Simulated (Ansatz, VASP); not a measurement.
# CaTcO3: VASP beside Ansatz, part 2 of 2

Aim: how closely do two programs agree when they are given the same cell, functional and k mesh? The cell is taken from a series of runs on this material, whose earlier steps may have relaxed, scaled, displaced or heated it; both programs get it as it stands.

VASP 6.6.1 and Ansatz 0.2.0.

So far: Starting point; Ansatz: relaxation of cell and atoms, BLYP with D3(BJ).

## 3. VASP: relaxation of cell and atoms, BLYP with D3(BJ)

Level of this step: BLYP with D3(BJ); plane waves and PAW (Ca_sv, Tc_pv, O) (VASP).

The same cell, functional (in two slightly different forms), mesh and smearing now go to VASP, with its own data sets.

Lines of VASP's logs that name or quote its potential files are left out, and so is its time.

Input file INCAR:

```
SYSTEM = CaTcO3
PREC = Accurate
ENCUT = 600
EDIFF = 1E-07
NELM = 120
ISMEAR = 0
SIGMA = 0.1
LREAL = .FALSE.
ALGO = Normal
GGA = B5
ALDAX = 1
AGGAX = 1
AGGAC = 1
ALDAC = 0
IVDW = 12
VDW_S6 = 1
VDW_S8 = 2.6996
VDW_A1 = 0.4298
VDW_A2 = 4.2359
NBANDS = 102
LASPH = .TRUE.
LORBIT = 11
LWAVE = .FALSE.
LCHARG = .FALSE.
ISIF = 3
IBRION = 2
NSW = 80
EDIFFG = -0.005
GGA_COMPAT = .FALSE.
NELMIN = 4
KPAR = 4
```

Input file POSCAR:

```
CaTcO3
1.0
    5.5327000000      0.0000000000      0.0000000000
    0.0000000000      7.7224000000      0.0000000000
    0.0000000000      0.0000000000      5.4112000000
Ca Tc O
4 4 12
Direct
    0.0440000361      0.2500000000      0.5139000591
    0.4559999639      0.7500000000      0.0139000591
    0.5440000361      0.2500000000      0.9860999409
    0.9559999639      0.7500000000      0.4860999409
    0.0000000000      0.0000000000      0.0000000000
    0.5000000000      0.0000000000      0.5000000000
    0.5000000000      0.5000000000      0.5000000000
    0.0000000000      0.5000000000      0.0000000000
    0.4767999349      0.2500000000      0.4148000444
    0.0232000651      0.7500000000      0.9148000444
    0.9767999349      0.2500000000      0.0851999556
    0.5232000651      0.7500000000      0.5851999556
    0.2045999241      0.9529000052      0.2966000148
    0.2954000759      0.0470999948      0.7966000148
    0.7045999241      0.5470999948      0.2033999852
    0.7954000759      0.4529000052      0.7033999852
    0.7954000759      0.0470999948      0.7033999852
    0.7045999241      0.9529000052      0.2033999852
    0.2954000759      0.4529000052      0.7966000148
    0.2045999241      0.5470999948      0.2966000148
```

Input file KPOINTS:

```
Automatic mesh
0
Gamma
6 4 6
0 0 0
```

PAW data sets: Ca_sv, Tc_pv and O (PBE family, release 64).

Started as:

```
$ mpirun -np 4 vasp_std
```

Numbers of over 12 decimals in the logs are rounded to 6 here.

The program printed:

```text
[banner, memory and clock lines left out]
running    4 mpi-ranks, on    1 nodes
 distrk:  each k-point on    1 cores,    4 groups
 distr:  one band on    1 cores,    1 groups

 POSCAR found type information on POSCAR CaTcO
 POSCAR found :  3 types and      20 ions
|                                                                             |
|               ----> ADVICE to this user running VASP <----                  |
|                                                                             |
|     You have a (more or less) 'large supercell' and for larger cells it     |
|     might be more efficient to use real-space projection operators.         |
|     Therefore, try LREAL= Auto in the INCAR file.                           |
|     Mind: For very accurate calculation, you might also keep the            |
|     reciprocal projection scheme (i.e. LREAL=.FALSE.).                      |
|                                                                             |

|                                                                             |
|               ----> ADVICE to this user running VASP <----                  |
|                                                                             |
|     You enforced a specific xc type in the INCAR file but a different       |
|     [... a line on the potential file left out ...]
|     I HOPE YOU KNOW WHAT YOU ARE DOING!                                     |
|                                                                             |

 LDA part: xc-table for (Slater(with rela. corr.)+VWN5), standard interpolation
 POSCAR, INCAR and KPOINTS ok, starting setup
 FFT: planning ... GRIDC
 FFT: planning ... GRID_SOFT
 FFT: planning ... GRID
 WAVECAR not read
 entering main loop
       N       E                     dE             d eps       ncg     rms          rms(c)
DAV:   1     0.219777856994E+04    0.21978E+04   -0.98087E+04  9968   0.185E+03
DAV:   2     0.656114866057E+02   -0.21322E+04   -0.20501E+04 10328   0.529E+02
DAV:   3    -0.166191302821E+03   -0.23180E+03   -0.22865E+03 12504   0.171E+02
DAV:   4    -0.174806405858E+03   -0.86151E+01   -0.85655E+01 13560   0.312E+01
DAV:   5    -0.175303756797E+03   -0.49735E+00   -0.49659E+00 16384   0.586E+00    0.586E+01
DAV:   6    -0.144241319154E+03    0.31062E+02   -0.23227E+02 12296   0.551E+01    0.179E+01
DAV:   7    -0.142626071392E+03    0.16152E+01   -0.39790E+01 11232   0.257E+01    0.188E+01
DAV:   8    -0.142237933800E+03    0.38814E+00   -0.33654E+00 12000   0.699E+00    0.453E+00
DAV:   9    -0.142259306561E+03   -0.21373E-01   -0.54754E-01 14964   0.236E+00    0.124E+00
DAV:  10    -0.142244070615E+03    0.15236E-01   -0.74814E-02 12016   0.129E+00    0.373E-01
DAV:  11    -0.142244706699E+03   -0.63608E-03   -0.11809E-02 14024   0.433E-01    0.159E-01
DAV:  12    -0.142244580803E+03    0.12590E-03   -0.19402E-03 12480   0.227E-01    0.814E-02
DAV:  13    -0.142244586770E+03   -0.59673E-05   -0.25854E-04 14056   0.690E-02    0.180E-02
DAV:  14    -0.142244589199E+03   -0.24289E-05   -0.56061E-05 12928   0.305E-02    0.106E-02
DAV:  15    -0.142244588372E+03    0.82699E-06   -0.37679E-06 12384   0.839E-03    0.510E-03
DAV:  16    -0.142244587344E+03    0.10285E-05   -0.11420E-06 12256   0.390E-03    0.142E-03
DAV:  17    -0.142244587148E+03    0.19604E-06   -0.11373E-07  6992   0.161E-03    0.602E-04
DAV:  18    -0.142244587233E+03   -0.85343E-07   -0.33526E-08  6752   0.762E-04
   1 F= -.15336420E+03 E0= -.15332422E+03  d E =-.153364E+03
[... from here on, the cycles between the ionic steps are left out ...]
   9 F= -.15345138E+03 E0= -.15341566E+03  d E =-.102846E-01
  10 F= -.15345361E+03 E0= -.15341803E+03  d E =-.222406E-02
  11 F= -.15345441E+03 E0= -.15341899E+03  d E =-.302363E-02
  12 F= -.15345419E+03 E0= -.15341880E+03  d E =0.217038E-03
  13 F= -.15345464E+03 E0= -.15341923E+03  d E =-.230927E-03
  14 F= -.15345464E+03 E0= -.15341923E+03  d E =-.230937E-03
  15 F= -.15345468E+03 E0= -.15341915E+03  d E =-.442199E-04
  16 F= -.15345469E+03 E0= -.15341920E+03  d E =-.554750E-04
 curvature:  -0.56 expect dE=-0.203E-04 dE for cont linesearch -0.136E-06
 trial: gam= 0.28350 g(F)=  0.280E-04 g(S)=  0.852E-05 ort = 0.545E-05 (trialstep = 0.135E+01)
 search vector abs. value=  0.494E-04
 bond charge predicted
       N       E                     dE             d eps       ncg     rms          rms(c)
DAV:   1    -0.142284119705E+03    0.14299E-02   -0.22694E-02  9828   0.562E-01    0.659E-02
DAV:   2    -0.142284121124E+03   -0.14197E-05   -0.53338E-04 10974   0.907E-02    0.259E-02
DAV:   3    -0.142284112341E+03    0.87835E-05   -0.37411E-05 13234   0.212E-02    0.121E-02
DAV:   4    -0.142284111290E+03    0.10510E-05   -0.76217E-06 12608   0.127E-02    0.532E-03
DAV:   5    -0.142284111589E+03   -0.29948E-06   -0.11581E-06 11976   0.465E-03    0.223E-03
DAV:   6    -0.142284111910E+03   -0.32063E-06   -0.26186E-07  8292   0.162E-03    0.969E-04
DAV:   7    -0.142284112050E+03   -0.13989E-06   -0.60795E-08  5966   0.100E-03    0.261E-04
DAV:   8    -0.142284112072E+03   -0.22681E-07   -0.25613E-08  5764   0.562E-04
  17 F= -.15345472E+03 E0= -.15341920E+03  d E =-.239062E-04
 trial-energy change:   -0.000024  1 .order   -0.000034   -0.000051   -0.000017
 step:   1.9951(harm=  1.9951)  dis= 0.00077  next Energy=  -153.454729 (dE=-0.380E-04)
 reached required accuracy - stopping structural energy minimisation
```

OUTCAR, selected parts (step 3):

```text
ion  position               nearest neighbor table
   1  0.044  0.250  0.514-  16 2.32  17 2.32  11 2.35   9 2.45   6 3.18   7 3.18   5 3.27   8 3.27

  LATTYP: Found a simple orthorhombic cell.
 ALAT       =     5.4112000000
 B/A-ratio  =     1.0224534299
 C/A-ratio  =     1.4271141336

 Subroutine GETGRP returns: Found  8 space group operations
 (whereof  2 operations were pure point group operations)

The static configuration has the point symmetry S_2 .
 The point group associated with its full space group is D_2h.

 Found     48 irreducible k-points:

   k-points           NKPTS =     48   k-points in BZ     NKDIM =     48   number of bands    NBANDS=    102

   dimension x,y,z NGX =    48 NGY =   64 NGZ =   48
   dimension x,y,z NGXF=    96 NGYF=  128 NGZF=   96

   ENCUT  =  600.0 eV  44.10 Ry    6.64 a.u.  11.05 15.42 10.81*2*pi/ulx,y,z

   NELECT =     164.0000    total number of electrons

 k-points in reciprocal lattice and weights: Automatic mesh
   0.00000000  0.00000000  0.00000000       0.007
   0.16666667  0.00000000  0.00000000       0.014
   0.33333333  0.00000000  0.00000000       0.014
   0.50000000  0.00000000  0.00000000       0.007
   0.00000000  0.25000000  0.00000000       0.014
   0.16666667  0.25000000  0.00000000       0.028
   0.33333333  0.25000000  0.00000000       0.028
   0.50000000  0.25000000  0.00000000       0.014
   0.00000000  0.50000000  0.00000000       0.007
[...]
0.33333333  0.50000000  0.50000000       0.014
   0.50000000  0.50000000  0.50000000       0.007

 Edisp (eV)  -11.16914

 average (electrostatic) potential at core
       1 -41.8735       2 -41.8735       3 -41.8735       4 -41.8735       5 -74.3697
       6 -74.3697       7 -74.3697       8 -74.3697       9 -69.0779      10 -69.0779
      11 -69.0779      12 -69.0779      13 -69.0423      14 -69.0423      15 -69.0423
      16 -69.0423      17 -69.0423      18 -69.0423      19 -69.0423      20 -69.0423

 E-fermi :   7.1968

 k-point     1 :       0.0000    0.0000    0.0000
  band No.  band energies     occupation
    ...
     78       5.4328      2.00000
     79       5.5702      2.00000
     80       5.6986      2.00000
     81       6.9411      1.99970
     82       6.9529      1.99944
     83       7.4452      0.00044
     84       7.4545      0.00027
     85       7.5347      0.00000
     86       7.6028      0.00000
     87       7.9392      0.00000
    ...

 k-point     2 :       0.1667    0.0000    0.0000
  band No.  band energies     occupation
    ...
     78       5.6954      2.00000
     79       5.9352      2.00000
     80       5.9462      2.00000
     81       7.0230      1.98603
     82       7.0695      1.92810
     83       7.4592      0.00021
     84       7.4872      0.00004
     85       7.6044      0.00000
     86       7.6130      0.00000
     87       7.8785      0.00000
    ...

 k-point     3 :       0.3333    0.0000    0.0000
  band No.  band energies     occupation
    ...
     79       6.5585      2.00000
     80       6.5721      2.00000
     81       6.9902      1.99652
     82       7.1754      1.23760
     83       7.2387      0.55325
     84       7.4859      0.00004
     85       7.6010      0.00000
     86       7.6678      0.00000
     87       7.7072      0.00000
     88       7.9878      0.00000
    ...

 Edisp (eV)  -11.17060

  Total       0.01446     0.00183     0.03735     0.00000     0.00000     0.00000
  in kB       0.10065     0.01270     0.25985     0.00000     0.00000     0.00000
  external pressure =        0.12 kB  Pullay stress =        0.00 kB

  energy-cutoff  :      600.00
  volume of cell :      230.27
      direct lattice vectors                 reciprocal lattice vectors
     5.591241586  0.000000000 -0.000000000     0.178851152  0.000000000  0.000000000
     0.000000000  7.688367495  0.000000000     0.000000000  0.130066623  0.000000000
    -0.000000000  0.000000000  5.356617643     0.000000000  0.000000000  0.186684969

 POSITION                                       TOTAL-FORCE (eV/Angst)
 -----------------------------------------------------------------------------------
      0.32303      1.92209      2.76502        -0.000575      0.000000     -0.001363
      2.47259      5.76628      0.08671         0.000575      0.000000     -0.001363
      3.11865      1.92209      5.26990        -0.000575      0.000000      0.001363
      5.26821      5.76628      2.59159         0.000575      0.000000      0.001363
      0.00000      0.00000      0.00000        -0.000000      0.000000      0.000000
      2.79562      0.00000      2.67831        -0.000000      0.000000      0.000000
      2.79562      3.84418      2.67831        -0.000000      0.000000      0.000000
      0.00000      3.84418      0.00000        -0.000000      0.000000      0.000000
      2.67071      1.92209      2.16102        -0.002397      0.000000      0.002744
      0.12491      5.76628      4.83932         0.002397      0.000000      0.002744
      5.46633      1.92209      0.51729        -0.002397      0.000000     -0.002744
      2.92053      5.76628      3.19560         0.002397      0.000000     -0.002744
      1.14195      7.31814      1.61568        -0.000483      0.002966      0.002571
      1.65367      0.37023      4.29399         0.000483     -0.002966      0.002571
      3.93757      4.21441      1.06262        -0.000483     -0.002966     -0.002571
      4.44929      3.47395      3.74093         0.000483      0.002966     -0.002571
      4.44929      0.37023      3.74093         0.000483     -0.002966     -0.002571
      3.93757      7.31814      1.06262        -0.000483      0.002966     -0.002571
      1.65367      3.47395      4.29399         0.000483      0.002966      0.002571
      1.14195      4.21441      1.61568        -0.000483     -0.002966      0.002571
 -----------------------------------------------------------------------------------
    total drift:                                0.000000     -0.000000      0.000000

  FREE ENERGIE OF THE ION-ELECTRON SYSTEM (eV)
  ---------------------------------------------------
  free  energy   TOTEN  =      -153.4547153515 eV

  energy  without entropy=     -153.3836921209  energy(sigma->0) =     -153.41920374

 reached required accuracy - stopping structural energy minimisation

 total charge
# of ion       s       p       d       tot
------------------------------------------
    1        2.027   5.868   0.284   8.178
    2        2.027   5.868   0.284   8.178
    3        2.027   5.868   0.284   8.178
    4        2.027   5.868   0.284   8.178
    5        0.383   6.574   4.916  11.873
    6        0.383   6.574   4.916  11.873
    7        0.383   6.574   4.916  11.873
    8        0.383   6.574   4.916  11.873
    9        1.550   3.499   0.000   5.050
   10        1.550   3.499   0.000   5.050
   11        1.550   3.499   0.000   5.050
   12        1.550   3.499   0.000   5.050
   13        1.548   3.488   0.000   5.036
   14        1.548   3.488   0.000   5.036
   15        1.548   3.488   0.000   5.036
   16        1.548   3.488   0.000   5.036
   17        1.548   3.488   0.000   5.036
   18        1.548   3.488   0.000   5.036
   19        1.548   3.488   0.000   5.036
   20        1.548   3.488   0.000   5.036
--------------------------------------------------
tot         28.224  91.670  20.801 140.696

[... 3 further parts left out ...]
```

## 4. Comparison

Known differences besides the potentials themselves: the data sets hold 172 valence electrons in Ansatz (on its default PAW (the set named soft_2) files) and 164 in VASP; the cutoff is 500 eV in Ansatz and 600 eV in VASP; Ansatz makes its cores anew for this functional, VASP keeps those of its PBE data sets; VASP's log shows a relativistic correction to its local exchange, Ansatz's none. Total energies have different zeros and are not compared.

Compared:

```
                                         quantity  Ansatz    VASP  difference
                                      volume (Å³)  230.04  230.27     -0.10 %
edge a after relaxation, in the typed setting (Å)   5.591   5.591     +0.00 %
edge b after relaxation, in the typed setting (Å)   7.688   7.688     -0.01 %
edge c after relaxation, in the typed setting (Å)   5.352   5.357     -0.09 %
```

## 5. What came out

```
difference in volume (relaxation of cell and atoms, BLYP with D3(BJ)) : -0.099 %
```

What this shows: The difference in volume is -0.099 % (relaxation of cell and atoms, BLYP with D3(BJ)), within the 1.2 % picked in this series as the mark of a large difference, as far as the stopping tolerances let one tell. The data sets hold unlike numbers of valence electrons (172 in Ansatz and 164 in VASP), so part of the differences comes from the potentials. Such differences can come from data sets, numerical settings and the points named under the comparisons, not from the functional's error against experiment.

[Lines on the potential files, build, host, timing and source positions are cut from VASP's logs without a mark.]

[Logs are printed without paths, hosts, clocks, repeated set-up lines and the standing remarks that a program may print on its own settings, such as how far it seeks lower states.]

[Hosts, paths, dates, database ids (printed as entryN), source tags and the programs' standing remarks are cut or masked in the printed files.]
